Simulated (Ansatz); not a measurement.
# Structural relaxation of random wurtzite alloy of AlN and GaN (72 atoms), part 2 of 2

Aim: bring random wurtzite alloy of AlN and GaN (72 atoms) to a nearby minimum of the energy and see what moves.

Ansatz 0.2.0; Kohn-Sham DFT, PBE, PAW (set soft_2), plane waves.

The cell: 32 Al, 36 N and 4 Ga. The host structure and its lattice constant were typed by rule, without a check against the phase diagram. Only the Γ point is sampled, in a cell whose shortest periodic width is 8 Å.

So far. Step 3 (Cell and atoms relaxed): The relaxation changed the energy by -21.0 meV/atom, and atoms moved by 0.045 Å r.m.s., 0.099 Å at most.

## (4) Distances and neighbours after relaxation

Bonds before and after, by the cutoffs listed below:

| pair | bonds before | bonds after | mean before (Å) | mean after (Å) | spread before (Å) | spread after (Å) |
| --- | --- | --- | --- | --- | --- | --- |
| N-Al | 128 | 128 | 1.901 | 1.907 | 0.026 | 0.007 |
| N-Ga | 16 | 16 | 1.897 | 1.962 | 0.024 | 0.005 |

Density 3.53 g/cm³, 10.76 Å³ an atom.

g(r), total and by pair (bins of 0.2 Å):

| r (Å) | total | N-N | N-Al | N-Ga | Al-Al | Al-Ga | Ga-Ga |
| --- | --- | --- | --- | --- | --- | --- | --- |
| 1.80 | 0.78 | 0.00 | 1.75 | 0.00 | 0.00 | 0.00 | 0.00 |
| 2.00 | 3.86 | 0.00 | 7.60 | 8.80 | 0.00 | 0.00 | 0.00 |
| 2.20 | 0.00 | 0.00 | 0.00 | 0.00 | 0.00 | 0.00 | 0.00 |
| 2.40 | 0.00 | 0.00 | 0.00 | 0.00 | 0.00 | 0.00 | 0.00 |
| 2.60 | 0.00 | 0.00 | 0.00 | 0.00 | 0.00 | 0.00 | 0.00 |
| 2.80 | 0.00 | 0.00 | 0.00 | 0.00 | 0.00 | 0.00 | 0.00 |
| 3.00 | 2.09 | 3.73 | 0.68 | 0.23 | 3.88 | 1.53 | 0.00 |
| 3.20 | 3.64 | 6.84 | 0.22 | 0.66 | 6.65 | 9.25 | 7.90 |
| 3.40 | 0.00 | 0.00 | 0.00 | 0.00 | 0.00 | 0.00 | 0.00 |
| 3.60 | 2.25 | 0.00 | 4.38 | 5.40 | 0.00 | 0.00 | 0.00 |
| 3.80 | 0.60 | 0.00 | 1.31 | 0.31 | 0.00 | 0.00 | 0.00 |
| 4.00 | 0.00 | 0.00 | 0.00 | 0.00 | 0.00 | 0.00 | 0.00 |
| 4.20 | 0.00 | 0.00 | 0.00 | 0.00 | 0.00 | 0.00 | 0.00 |
| 4.40 | 2.63 | 2.63 | 2.63 | 2.63 | 2.62 | 2.71 | 1.97 |
| 4.60 | 0.00 | 0.00 | 0.00 | 0.00 | 0.00 | 0.00 | 0.00 |
| 4.80 | 1.62 | 0.00 | 3.23 | 3.31 | 0.00 | 0.00 | 0.00 |
| 5.00 | 0.38 | 0.66 | 0.09 | 0.00 | 0.67 | 0.76 | 0.00 |
| 5.20 | 0.00 | 0.02 | 0.00 | 0.00 | 0.00 | 0.00 | 0.00 |
| 5.40 | 2.58 | 5.09 | 0.00 | 0.00 | 5.19 | 5.53 | 2.62 |
| 5.60 | 0.06 | 0.12 | 0.07 | 0.00 | 0.00 | 0.00 | 0.00 |
| 5.80 | 1.51 | 0.47 | 2.75 | 2.77 | 0.02 | 0.21 | 0.00 |
| 6.00 | 1.46 | 2.46 | 0.24 | 0.30 | 2.93 | 2.54 | 4.38 |
| 6.20 | 1.00 | 0.78 | 1.21 | 1.15 | 0.70 | 1.28 | 0.00 |
| 6.40 | 0.35 | 0.53 | 0.16 | 0.36 | 0.57 | 0.18 | 0.00 |
| 6.60 | 1.99 | 0.00 | 4.00 | 3.77 | 0.00 | 0.00 | 0.00 |
| 6.80 | 0.06 | 0.00 | 0.10 | 0.23 | 0.00 | 0.00 | 0.00 |
| 7.00 | 1.64 | 2.09 | 1.20 | 1.18 | 2.08 | 2.15 | 1.56 |
| 7.20 | 0.17 | 0.00 | 0.34 | 0.40 | 0.00 | 0.00 | 0.00 |

Bonds by pair of elements; cutoffs follow the first minimum of g(r), held within bounds set by covalent radii, and pairs that aren't listed don't count as bonded:

| pair A-B | cutoff (Å) | bonds | mean length (Å) | spread (Å) | shortest (Å) | B about A | A about B |
| --- | --- | --- | --- | --- | --- | --- | --- |
| N-Al | 2.33 | 128 | 1.91 | 0.007 | 1.89 | 3.56 | 4 |
| N-Ga | 2.38 | 16 | 1.96 | 0.005 | 1.95 | 0.444 | 4 |

How many atoms have how many bonded neighbours:

| element | mean | 4 |
| --- | --- | --- |
| Al | 4 | 32 |
| Ga | 4 | 4 |
| N | 4 | 36 |

Bond angles (no mean is given where the spread exceeds 20°):

| angle | count | mean (°) | spread (°) |
| --- | --- | --- | --- |
| N-Al-N | 192 | 109 | 1.8 |
| Al-N-Al | 170 | 110 | 1.8 |
| Al-N-Ga | 44 | 108 | 1.6 |
| N-Ga-N | 24 | 110 | 1.6 |
| Ga-N-Ga | 2 | 105 | 0.1 |

Rings of the network by King's shortest-path rule, up to 12 atoms, one path for each pair of neighbours; H, halogens, alkali and alkaline-earth atoms are left out, and the last column divides by all other atoms, bonded or not:

| ring size (atoms) | rings | per network atom |
| --- | --- | --- |
| 6 | 140 | 1.94 |

First main peaks of g(r), for some of the pairs, lie near 3.12 Å (N-N), 1.92 Å (N-Al), 1.98 Å (N-Ga), 3.12 Å (Al-Al) and 3.14 Å (Al-Ga). Counting bonds as in the table, all Al atoms have 4, all Ga atoms have 4 and all N atoms have 4 bonded neighbours. The N-Al-N angle averages 109° with a spread of 1.8°. All rings counted have 6 atoms.

## (5) Single point at the relaxed geometry

One more single point at the end of the walk gives the fuller output and checks the residual forces.

Contents of input.yaml:

```yaml
crystal:
  lattice:
    - [9.44466, -0.00014, -4.0e-05]
    - [-4.72246, 8.17978, -0.00042]
    - [-5.0e-05, -0.00055, 10.03245]
  atoms:
    - { symbol: Al, position: [0.00177, 0.00069, 0.99914] }
    - { symbol: "N", position: [0.11139, 0.22246, 0.05773] }
    - { symbol: Al, position: [0.11254, 0.22306, 0.24925] }
    - { symbol: "N", position: [0.00625, 0.00388, 0.3114] }
    [... 62 atom lines left out ...]
    - { symbol: Ga, position: [0.77839, 0.88902, 0.25051] }
    - { symbol: "N", position: [0.66373, 0.66111, 0.31151] }
    - { symbol: Al, position: [0.66641, 0.66641, 0.50185] }
    - { symbol: "N", position: [0.77815, 0.88932, 0.5579] }
    - { symbol: Al, position: [0.77911, 0.88878, 0.74929] }
    - { symbol: "N", position: [0.66652, 0.6668, 0.80776] }
kpoints:
  mp_grid: { grid: [1, 1, 1] }
hamiltonian:
  xc: pbe
scf:
  occupations: { method: fixed }
output:
  forces: true
  stress: true
  populations: true
  dos:
    method: { smearing: { sigma: 0.15 } }
    de: 0.1
    projected: { site_lists: { Al: [Al], Ga: [Ga], "N": ["N"] } }
  eigenvalues: true
  write_density: true
  write_potential: true
  volumetric_format: npy
```

Launch:

```
$ ansatz run input.yaml --threads 4 --pin off --max-ram 8192MiB --backend cpu --events-out ev --progress --plain --runs-dir out
```

Numbers of over 12 decimals in the logs are rounded to 6 here.

Log:

```text
[...]
Crystal: 72 atoms, lattice volume = 775.053 Å³
Basis set: ecut = 420 eV, 15087 PW (Γ), exchange–correlation on 128×128×144 points (8 copies of the dense FFT grid, shifted against one another)
Bands: 236, of which v1, the nominal top of the filled ones, is band 164 counted from 1 (163 counted from 0)
Symmetry: 1 space group operations
[...]
k-points: 1
[...]
SCF iter   1: F=—  HF=-46244.160125 eV  |F-HF|=—  |Δ(HF+E_count)|=         —  Δρ=3.85e-3  dr2=1.15e-1  ethr=1.77e-3  ⟨swp⟩=5.0  Hψ=848  notcnv=0  defer=66
[...]
SCF iter   8: F=-46244.130110 eV  HF=-46244.130110 eV  |F-HF|=9.46e-10  |Δ(HF+E_count)|=   8.82e-8  Δρ=1.45e-6  dr2=1.56e-8  ethr=3.05e-11  ⟨swp⟩=24.0  Hψ=2105  notcnv=0
SCF 1 converged in 8 iterations: F = -46244.130110 eV  dr2 = 1.56e-8
[...]
SCF converged after 8 iterations
Free energy (F): -46244.130110 eV
[...]
Internal energy: -46244.130110 eV  (E = F + TS)
E sigma→0 (E₀):  -46244.130110 eV
Fermi energy:    7.348822 eV
[...]
--- Forces (eV/Å), atoms counted from 1 ---
  atom   1  Al    -0.00053405    -0.00079428     0.00039545
  atom   2  N      0.00012709     0.00098020    -0.00017205
  atom   3  Al     0.00120875    -0.00057764    -0.00032347
  atom   4  N      0.00136516     0.00060105     0.00078120
  atom   5  Al     0.00082689     0.00069533    -0.00016572
  atom   6  N      0.00041960    -0.00076808    -0.00076764
  atom   7  Al     0.00088314     0.00012451    -0.00015117
  atom   8  N     -0.00123590     0.00015294     0.00089716
  atom   9  Al     0.00081059    -0.00044812    -0.00065536
  atom  10  N     -0.00027425    -0.00017702    -0.00007861
  atom  11  Al    -0.00073674     0.00123837     0.00062807
  atom  12  N     -0.00030584     0.00019287     0.00082432
  atom  13  Ga    -0.00049863     0.00109427     0.00104768
  atom  14  N      0.00054194     0.00005565    -0.00058521
[...]
atom  71  Al     0.00012686     0.00015479    -0.00045497
  atom  72  N      0.00128946    -0.00071217     0.00013769
  max |Σ_I F_I| component: 3.32e-4 eV/Å
--- Stress (GPa, compression-positive) ---
        0.001436      -0.000777       0.000789
       -0.000777       0.004112      -0.001442
        0.000788      -0.001443      -0.000008
  P = ⅓ Tr σ = 0.0018 GPa (0.018 kbar)
--- Band table (eV) ---
[...]
--- Löwdin populations: 72 sites ---
  site symbol       q [e]
     0     Al      1.8892
     1      N      6.0349
     2     Al      1.8890
[...]
71      N      6.0357
  spilling = 0.006776 (of n_electrons = 328.000000)
```

Wall time 8.7 s (4 threads of Arm Neoverse V1, shared host); peak memory 0.91 GiB.

Read from the output:

```
free energy                                      : -46244.1301 eV
free energy per atom                             : -642.2796 eV/atom
SCF cycles                                       : 8
pressure                                         : 0.001847 GPa
r.m.s. force component                           : 0.00072 eV/Å
longest force                                    : 0.00222 eV/Å
Fermi energy                                     : 7.349 eV
gap (highest filled to lowest empty level) : 3.638 eV
spilling of the projection                       : 0.006776
```

Löwdin charges by element (they lack the spilled electrons, 0.031 e an atom on average):

| element | coordination | atoms | mean charge (e) | spread | least | most |
| --- | --- | --- | --- | --- | --- | --- |
| Al | all | 32 | 1.11 | 0.0044 | 1.10 | 1.12 |
| Ga | all | 4 | 0.753 | 0.0038 | 0.748 | 0.758 |
| N | all | 36 | -1.01 | 0.0406 | -1.04 | -0.901 |

Charge against the make-up of the first shell:

| Ga neighbours of N | atoms | mean charge (e) |
| --- | --- | --- |
| 0 | 22 | -1.04 |
| 1 | 12 | -0.969 |
| 2 | 2 | -0.902 |

States in the cell by windows of 1 eV, zero at the Fermi level; the larger projections on atomic orbitals stand beside the total:

| from (eV) | to (eV) | total | N p | Al p | Al s | N s | Ga d |
| --- | --- | --- | --- | --- | --- | --- | --- |
| -16 | -15 | 1.9 | 0.0 | 0.0 | 0.8 | 1.0 | 0.0 |
| -15 | -14 | 16.1 | 0.1 | 2.9 | 1.8 | 7.3 | 2.9 |
| -14 | -13 | 42.3 | 0.4 | 8.0 | 2.3 | 19.0 | 11.7 |
| -13 | -12 | 44.2 | 0.4 | 5.3 | 0.8 | 15.4 | 21.7 |
| -12 | -11 | 7.4 | 0.1 | 0.7 | 0.1 | 3.0 | 3.1 |
| -11 | -7 | 0.0 | 0.0 | 0.0 | 0.0 | 0.0 | 0.0 |
| -7 | -6 | 1.7 | 0.9 | 0.4 | 0.2 | 0.0 | 0.0 |
| -6 | -5 | 9.9 | 5.8 | 0.8 | 0.8 | 0.5 | 0.0 |
| -5 | -4 | 54.1 | 34.5 | 8.5 | 7.3 | 2.1 | 0.1 |
| -4 | -3 | 28.4 | 19.4 | 3.5 | 2.8 | 1.7 | 0.1 |
| -3 | -2 | 16.3 | 12.8 | 2.6 | 0.3 | 0.0 | 0.0 |
| -2 | -1 | 60.6 | 50.5 | 7.4 | 0.5 | 0.4 | 0.1 |
| -1 | 0 | 43.9 | 39.8 | 2.4 | 0.2 | 0.0 | 0.2 |
| 0 | 1 | 1.2 | 1.1 | 0.0 | 0.0 | 0.0 | 0.0 |
| 1 | 3 | 0.0 | 0.0 | 0.0 | 0.0 | 0.0 | 0.0 |
| 3 | 4 | 2.0 | 0.0 | 0.0 | 0.8 | 0.9 | 0.0 |
| 4 | 5 | 1.7 | 0.1 | 0.9 | 0.0 | 0.0 | 0.0 |

With fixed occupations the program's Fermi level is the highest filled level; weight inside the gap is the broadening of levels at its edges.

The levels nearest the highest filled one (over half full), pooled over k-points and spins:

| level less the highest filled one (eV) | occupation |
| --- | --- |
| -0.575 | 2 |
| -0.546 | 2 |
| -0.520 | 2 |
| -0.246 | 2 |
| -0.239 | 2 |
| 0 | 2 |
| 3.64 | 0 |
| 5.00 | 0 |
| 5.01 | 0 |
| 5.36 | 0 |
| 5.38 | 0 |
| 5.42 | 0 |

Valence density in the ac plane at fractional y = 0.000, with atoms of Al and N and Ga within 0.2 Å of it. It is the smooth field of the valence electrons, not physical close to the nuclei.

Ten steps, logarithmic in the rise over the least value, from '_' (0 e/Å³) to '@' (34 e/Å³), each cell a mean:
```
______________________________::**%%**::..__________
....__________......__________..::--::..__________..
--::..______..::--::..________..::::::..________..::
==--::______..--====--..______::--====::..____..::==
++==::..__..::==++==--....__..::==++++--..____..--++
==--::..____..--==--::........::--====::..____..::==
::....________........__..........::::..________....
____________________________________________________
____________________________________________________
______......____________......__________........____
____..........________..........________........____
______........________........__________........____
____________________________________________________
....____________....____________......____________..
--::..________::::::..________..::--::..________..::
====::______..--====--..____..::======::..____..::==
++==::..____::==++++--::____..--==++==::........--==
==--::..____..--====--..____..::--==--::........::--
......________........________..........__....__....
____________________________________________________
____________________________________________________
______......__________........__......____....______
____..........________..........--++==..........____
______........________........::##@@%%--........____
```
Columns run along a (9.4 Å), rows up along c (10.0 Å). Atoms in or near the plane, at fractional coordinates: Al at (0.00, 0.00), N at (0.01, 0.31), Al at (0.00, 0.50), N at (0.00, 0.81), Al at (0.33, 0.00), N at (0.33, 0.31), Al at (0.33, 0.50), N at (0.33, 0.81), Ga at (0.67, 0.00), N at (0.66, 0.31), Al at (0.67, 0.50), N at (0.67, 0.80).

Electrostatic potential energy in the ac plane at fractional y = 0.000, with atoms of Al and N and Ga within 0.2 Å of it. With pseudopotentials it is smooth inside the atoms' cores, unlike the true potential.

Values in eV, 13 rows by 16 columns, each cell a mean:
```
 -4  -1   9   7  -4  -3  -4   8   9  -3 -12 -11   4  10   4  -5
-10   7  10  10   1 -14   4  10  10   8  -8  -3   9  10  10  -4
-37   1   3   5 -15 -38  -9   5   4   2 -37 -30   5   3   6 -27
  4   7   1   3   8   4   8   3   1   7   2   4   6   0   5   6
  8   9   9   9   9   8   9   9   9  10   9   9  10   9   9   9
 -5   2   9   8  -1  -5  -1   8   9   2  -5  -4   6  10   6  -4
  1  -4   9   6  -6   2  -6   6   9  -4   1  -3   1   9   1  -4
 -3   5  10   9   2  -3   2   9  10   5  -3  -1   8  10   8   0
-33   1   8   8  -8 -33  -7   8   8   2 -32 -19   8   8   8 -19
-17   3   0   2  -2 -21  -1   2   0   3 -18  -8   5  -1   5  -7
 10   9   6   7  10  10  10   7   6   9  10  10   8   5   8  10
  2   8  10  10   5   1   6  10  10   8   2   4   9  10   9   4
 -2  -3   8   6  -6   0  -6   7   9  -5 -13 -13   2   9   3  -5
```
Columns run along a (9.4 Å; values clipped at the 3rd and 97th percentile), rows up along c (10.0 Å). Atoms in or near the plane, at fractional coordinates: Al at (0.00, 0.00), N at (0.01, 0.31), Al at (0.00, 0.50), N at (0.00, 0.81), Al at (0.33, 0.00), N at (0.33, 0.31), Al at (0.33, 0.50), N at (0.33, 0.81), Ga at (0.67, 0.00), N at (0.66, 0.31), Al at (0.67, 0.50), N at (0.67, 0.80).

Mean Löwdin charges: Al +1.11, Ga +0.75, N -1.01 e (they miss 0.68 % of the electrons, so they add up to more than the cell's charge). The charge on N changes by +0.068 e for each Ga neighbour that takes the place of another kind, on average.

The surroundings of Ga13, one of the 4 Ga atoms, nearest first, numbered as they follow in the input and with coordinates relative to it.

| atom | x | y | z | distance (Å) | bonds | Löwdin charge (e) |
| --- | --- | --- | --- | --- | --- | --- |
| Ga13 | 0.00 | 0.00 | 0.00 | 0.00 | 4 | 0.75 |
| N54 | -1.62 | -0.93 | 0.61 | 1.96 | 4 | -0.97 |
| N6 | 1.61 | -0.93 | 0.62 | 1.96 | 4 | -0.97 |
| N14 | 0.00 | 1.86 | 0.62 | 1.96 | 4 | -0.97 |
| N12 | 0.00 | 0.00 | -1.97 | 1.97 | 4 | -0.97 |
| Al51 | -1.59 | -0.90 | -2.50 | 3.10 | 4 | 1.12 |
| Al55 | -1.58 | -0.89 | 2.52 | 3.10 | 4 | 1.12 |
| Al11 | -0.01 | 1.82 | -2.51 | 3.10 | 4 | 1.11 |

The column of bonds counts only the pairs N-Al within 2.33 Å, N-Ga within 2.38 Å; other neighbours, such as metal atoms beside each other in a compound, aren't counted, and periodic images can show an atom twice.

## (6) Another try, on a changed input

A doubtful change is made on purpose, to see how the program answers.

Contents of input.yaml:

```yaml
crystal:
  lattice:
    - [9.3618, 0.0, 0.0]
    - [-4.6809, 8.10756, 0.0]
    - [0.0, 0.0, 10.0092]
  atoms:
    [... the 72 atom lines of step 2 ...]
kpoints:
  Mp_grid: { grid: [1, 1, 1] }
hamiltonian:
  xc: pbe
scf:
  occupations: { method: fixed }
  max_iter: 60
output:
  forces: true
```

Log:

```text
Error: YAML parse error: error: line 80 column 3: unknown field `Mp_grid`, expected one of mp_grid, list, band_path, initial_grid, further_shifts
  --> <input>:80:3
   |
78 |     - { symbol: "N", position: [0.66418, 0.66568, 0.80934] }
79 | kpoints:
80 |   Mp_grid: { grid: [1, 1, 1] }
   |   ^ unknown field `Mp_grid`, expected one of mp_grid, list, band_path, initial_grid, further_shifts
81 | hamiltonian:
82 |   xc: pbe
   |
```

Elapsed: 0.03 s, on 4 threads; peak memory 0.021 GiB.

The input was rejected at the start.

The program's message: “Error: YAML parse error: error: line 80 column 3: unknown field `Mp_grid`, expected one of mp_grid, list, band_path, initial_grid, further_shifts”

The fault in the input: a misspelt key (kpoints.mp_grid = "Mp_grid"). The fix is to spell the key as the program knows it.

## (7) Summary of results

```yaml
energy_change_in_the_relaxation: -21.04 meV/atom
r_m_s_displacement: 0.045 Å
largest_displacement: 0.099 Å
free_energy_per_atom: -642.2796 eV/atom
density: 3.528 g/cm³
pressure: 0.001847 GPa
r_m_s_force_component: 0.00072 eV/Å
spacing_of_highest_filled_and_lowest_empty_level: 3.638 eV
wall_time_of_the_3_dft_runs: 44 s
```

**Reading.** Relaxation lowers the energy by 21.0 meV/atom and moves atoms by 0.045 Å r.m.s.; the r.m.s. force component goes from 0.54 to 7.2e-4 eV/Å, the pressure goes from 4.6 to 0.0018 GPa, and the gap from 3.84 to 3.64 eV. Displacements are taken in the final cell, so they leave out its strain. By the final cutoffs no bond was broken or made. The cell grew by 2.0 % in volume. First to last step the energy falls by 1.515 eV, across changes of basis; the largest move, 0.10 Å, is that of N66, with 1 other atom within 2 % of it. The N-Ga bonds change most in mean length: from 1.897 Å (spread 0.024) to 1.962 Å (spread 0.005). Counting bonds as in the table, all Al atoms have 4, all Ga atoms have 4 and all N atoms have 4 bonded neighbours. Filled and empty levels are parted by 3.64 eV at Γ alone; the mesh holds the band edges only if they fold onto it, so the gap at this level can be narrower or closed, while semilocal functionals tend to narrow gaps against experiment.

[Logs are printed without paths, hosts, clocks, repeated set-up lines and the standing remarks that a program may print on its own settings, such as how far it seeks lower states.]

[Hosts, paths, dates, database ids (printed as entryN), source tags and the programs' standing remarks are cut or masked in the printed files.]
